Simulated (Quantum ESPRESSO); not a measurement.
Co:

```
Co
1.0
     2.47056    0.00000    0.00000
    -1.23528    2.13957    0.00000
     0.00000    0.00000    8.08823
Co
4
Direct
  0.66667 0.33333 0.75000
  0.00000 0.00000 0.50000
  0.33333 0.66667 0.25000
  0.00000 0.00000 0.00000
```

Base run:

| Quantity | Value |
| --- | --- |
| Program | Quantum ESPRESSO 7.5 |
| Functional | PBE |
| Potentials or basis | SSSP 1.3 efficiency PBE |
| Cutoff | 748 eV |
| Density cutoff | 5987 eV |
| k mesh | 12 × 12 × 4 |
| Occupations | fermi-dirac, width 0.05 eV |
| Spin | collinear spin, ferromagnetic start |
| Starting moments | [2.0, 2.0, 2.0, 2.0] μB |

Its results: band gap on the k mesh none (metal or under the smearing width); pressure 4.7 GPa; net moment 6.74 μB per cell; site moments Co +1.77, +1.75 μB.

**Question.** The run is repeated on the same cell with these changes: functional from PBE to PBEsol; potentials or basis from SSSP 1.3 efficiency PBE to GBRV 1.5 PBEsol; cutoff from 748 eV to 762 eV; density cutoff from 5987 eV to 6095 eV. What comes out?

**Answer.** Band gap on the k mesh none (metal or under the smearing width); pressure -5.5 GPa; net moment 6.74 μB per cell; site moments Co +1.76, +1.75 μB.

Not every run made on this cell is shown here.
